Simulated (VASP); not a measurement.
A run of VASP 6.6.1 is set up as follows.

The input INCAR:

```
SYSTEM = HfS2
ALGO = Normal
EDIFF = 1E-6
EDIFFG = -0.01
ENCUT = 600
GGA = PS
IBRION = 2
ISIF = 3
ISMEAR = 0
LASPH = .True.
LCHARG = .False.
LREAL = .False.
LWAVE = .False.
NELM = 80
NSW = 90
PREC = Accurate
SIGMA = 0.03
```

KPOINTS

```
k-points
0
Gamma
  9 9 5
  0 0 0
```

File POSCAR:

```
HfS2
1.0
    3.6396641800      0.0000000000      0.0000000000
   -1.8198320900      3.1520416411      0.0000000000
    0.0000000000      0.0000000000      6.0555624700
Hf S
1 2
Direct
    0.0000000000      0.0000000000      0.0000000000
    0.6666666700      0.3333333300      0.7639520500
    0.3333333300      0.6666666700      0.2360479500
```

Potentials or basis: VASP PAW PBE potentials, release 64 (Hf_pv, S).

The run is started by

```console
$ cat potpaw_PBE.64/Hf_pv/POTCAR potpaw_PBE.64/S/POTCAR > POTCAR
$ mpirun -np 1 vasp_std > vasp.out
```

Task: Predict the relaxed cell.

Result: a = 3.588 Å, b = 3.588 Å, c = 5.953 Å, α = 90.00°, β = 90.00°, γ = 120.00°.

Task: Predict the relaxed volume.

Result: 22.12 Å³/atom.

Final structure:
```cif
data_structure
_symmetry_space_group_name_H-M 'P 1'
_symmetry_Int_Tables_number 1
_cell_length_a 3.5879
_cell_length_b 3.5879
_cell_length_c 5.9527
_cell_angle_alpha 90.000
_cell_angle_beta 90.000
_cell_angle_gamma 120.000
_cell_volume 66.36
loop_
_atom_site_label
_atom_site_type_symbol
_atom_site_fract_x
_atom_site_fract_y
_atom_site_fract_z
_atom_site_occupancy
Hf1 Hf 0.00000 0.00000 0.00000 1
S1 S 0.66667 0.33333 0.75685 1
S2 S 0.33333 0.66667 0.24315 1
```

Caveat: the PAW data sets were made with another functional, which shifts forces and pressure a little; this functional lacks dispersion, which binds the layers, so the pressure and a relaxed spacing across them are unreliable.
